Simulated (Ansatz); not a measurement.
Input of an Ansatz 0.2.0 run:

File input.yaml:

```yaml
crystal:
  lattice:
    - [3.2274645616, 0.0, 0.0]
    - [-1.6137322808, 2.7950663001, 0.0]
    - [0.0, 0.0, 6.31247342]
  atoms:
    - { symbol: Mo, position: [0.0, 0.0, 0.5] }
    - { symbol: S, position: [0.6666666667, 0.3333333333, 0.74468068] }
    - { symbol: S, position: [0.3333333333, 0.6666666667, 0.25531932] }
hamiltonian:
  xc: pbe
  pseudopotentials: { kind: paw }
  dispersion: d3bjatm
kpoints:
  mp_grid: { grid: [9, 9, 4] }
scf:
  occupations: { method: fermi_dirac, width: 0.05 }
output:
  forces: true
  stress: true
  eigenvalues: true
relax:
  f_tol: 0.01
  max_steps: 40
  cell: { stress_tol: 0.05 }
```

Potentials or basis: Ansatz PAW.

Launch:

```bash
$ ansatz run input.yaml --threads 2 --pin off --max-ram 5632MiB --backend cpu --events-out ev --progress --plain --runs-dir out
```

Question: Estimate the relaxed cell.

Answer: a = 3.177 Å, b = 3.177 Å, c = 5.880 Å, α = 90.00°, β = 90.00°, γ = 120.00°.

Question: Estimate the band gap on the k mesh.

Answer: None (metal or under the smearing width).

Question: Estimate the space group after relaxing (to 0.05 Å).

Answer: P-3m1 (No. 164).

Final structure:
```cif
data_structure
_symmetry_space_group_name_H-M 'P 1'
_symmetry_Int_Tables_number 1
_cell_length_a 3.1772
_cell_length_b 3.1772
_cell_length_c 5.8804
_cell_angle_alpha 90.000
_cell_angle_beta 90.000
_cell_angle_gamma 120.000
_cell_volume 51.41
loop_
_atom_site_label
_atom_site_type_symbol
_atom_site_fract_x
_atom_site_fract_y
_atom_site_fract_z
_atom_site_occupancy
Mo1 Mo 0.00000 0.00000 0.50000 1
S1 S 0.66667 0.33333 0.76785 1
S2 S 0.33333 0.66667 0.23215 1
```
